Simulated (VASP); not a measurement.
Here is a VASP 6.6.1 calculation.

Contents of INCAR:

```
ALGO     = Normal         # electronic algorithm
EDIFF    = 1E-7           # SCF threshold, eV
EDIFFG   = -0.005         # ionic threshold
ENCUT    = 600            # plane-wave cutoff, eV
IBRION   = 2              # ionic algorithm
ISIF     = 3              # what is computed and relaxed
ISMEAR   = 0              # smearing method
LASPH    = T              # aspherical terms in the spheres
LCHARG   = F              # write CHGCAR
LREAL    = F              # projectors in reciprocal space
LWAVE    = F              # write WAVECAR
NELM     = 80             # most SCF steps
NSW      = 90             # ionic steps
PREC     = Accurate       # precision mode
SIGMA    = 0.03           # smearing width, eV
```

File KPOINTS:

```
k-points
0
Gamma
  10 10 10
```

The input POSCAR:

```
Si                                      
1.0
   -0.0000000000      2.7014939879      2.7014939879
    2.7014939879      0.0000000000      2.7014939879
    2.7014939879      2.7014939879     -0.0000000000
  Si            
     2
Direct
     0.7500000000000000    0.7500000000000000    0.7500000000000000
     0.5000000000000000    0.5000000000000000    0.5000000000000000
```

Potentials or basis: VASP PAW LDA potentials, release 64 (Si).

Launch:

```sh
$ cat potpaw_LDA.64/Si/POTCAR > POTCAR
$ mpirun -np 1 vasp_std > vasp.out
```

Q: Estimate the band gap on the k mesh.

A: 0.45 eV, indirect (least direct gap 2.53 eV).

Final structure:
```
CELL_PARAMETERS angstrom
0.00000 2.70149 2.70149
2.70149 0.00000 2.70149
2.70149 2.70149 0.00000
ATOMIC_POSITIONS crystal
Si 0.75000 0.75000 0.75000
Si 0.50000 0.50000 0.50000
```

Caveat: the relaxation stopped at its first step, so nothing moved. Expect the measured gap to be larger: semilocal functionals such as LDA lack the derivative discontinuity.
